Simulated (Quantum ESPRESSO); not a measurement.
Runs of Quantum ESPRESSO 7.5 on TiC. It takes space group Fm-3m (No. 225, cubic). Conventional cell: a = 4.331 Å, b = 4.331 Å, c = 4.331 Å, α = 90.00°, β = 90.00°, γ = 90.00°. Around Ti (site symmetry m-3m) lie 6 C at 2.17 Å. C (site symmetry m-3m) has 6 Ti at 2.17 Å as nearest neighbours. The cell is a database's computed one.

| task | level | potentials or basis | k mesh | cutoff (eV) | share of exact exchange | q mesh for exact exchange | cutoff for exact exchange | symmetry | SCF threshold | mesh quality | gap on the mesh (eV) | pressure (GPa) |
| --- | --- | --- | --- | --- | --- | --- | --- | --- | --- | --- | --- | --- |
| single point | r2SCAN-X | SG15 PBE 1.2 | 4 × 4 × 4 | 1197 | 0.05 | 4 × 4 × 4 | 2394.6 eV | off | 1e-07 Ry | coarse | none | - |
| single point | PBE | SG15 PBE 1.2 | 4 × 4 × 4 | 1197 | - | - | - | - | 4e-10 Ry | coarse | none | -0.4 |
| band structure | r2SCAN | SG15 PBE 1.2 | 8 × 8 × 8 | 1197 | - | - | - | off | 1e-08 Ry | coarse | none | (a) |
| band structure | PBEsol | GBRV 1.5 PBEsol | 11 × 11 × 11 | 612 | - | - | - | - | 4e-10 Ry | not flagged | none | -6.8 |
| single point | r2SCAN-X | SG15 PBE 1.2 | 4 × 4 × 4 | 1197 | 0.15 | 4 × 4 × 4 | 2394.6 eV | off | 1e-07 Ry | coarse | none | - |
| single point | PBEsol | GBRV 1.5 PBEsol | 11 × 11 × 11 | 612 | - | - | - | - | 4e-10 Ry | not flagged | none | -6.8 |
| single point | r2SCAN-X | SG15 PBE 1.2 | 4 × 4 × 4 | 1197 | 0.25 | 4 × 4 × 4 | 2394.6 eV | off | 1e-07 Ry | coarse | none | - |

Alike in all rows: no spin polarisation; cell as given; smearing fermi-dirac 0.05 eV.

**Question.** Fill in the values left out.

**Answer.** (a) -0.7.

Caveats: some runs use coarse meshes; the potentials were made for another functional, which shifts forces and pressure (some runs); this program's forces and stress for hybrids aren't reliable and aren't listed (some runs).

A gap of «none» marks a metal or a gap under the smearing width.
